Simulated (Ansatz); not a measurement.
Y, 1 atom in the cell. The structure is cubic, space group Fm-3m (No. 225). The conventional cell has a = 5.104 Å, b = 5.104 Å, c = 5.104 Å, α = 90.00°, β = 90.00°, γ = 90.00°. Y (site symmetry m-3m) is surrounded by 12 Y at 3.61 Å. This isn't the form of Y at room conditions, which is hcp.

- Program: Ansatz 0.2.0
- Task: relaxation of cell and atoms
- Functional: PBEsol
- Dispersion: D3(BJ)
- Potentials or basis: Ansatz PAW
- Cutoff: 420 eV (not typed: the program's choice for these potentials)
- k mesh: 9 × 9 × 9
- Occupations: fermi-dirac, width 0.15 eV
- Spin: no spin polarisation
- Hubbard terms: Y d U = 5 eV
- Hubbard projectors: ortho-atomic
- Double counting: fll (the default)

Potentials or basis: Ansatz PAW.

Run with:

```sh
$ ansatz run input.yaml --threads 1 --pin off --max-ram 2560MiB --backend cpu --events-out ev --progress --plain --runs-dir out
```

Hardware: 1 thread of Arm Neoverse V2 (shared host).

How long does it take, and how much memory?

Run time: 3.8 s on 1 thread of Arm Neoverse V2, on a shared host, peak memory 0.28 GiB. Counts: scf iterations 28, plane waves 749, k points 35, bands 10, ion steps 5.
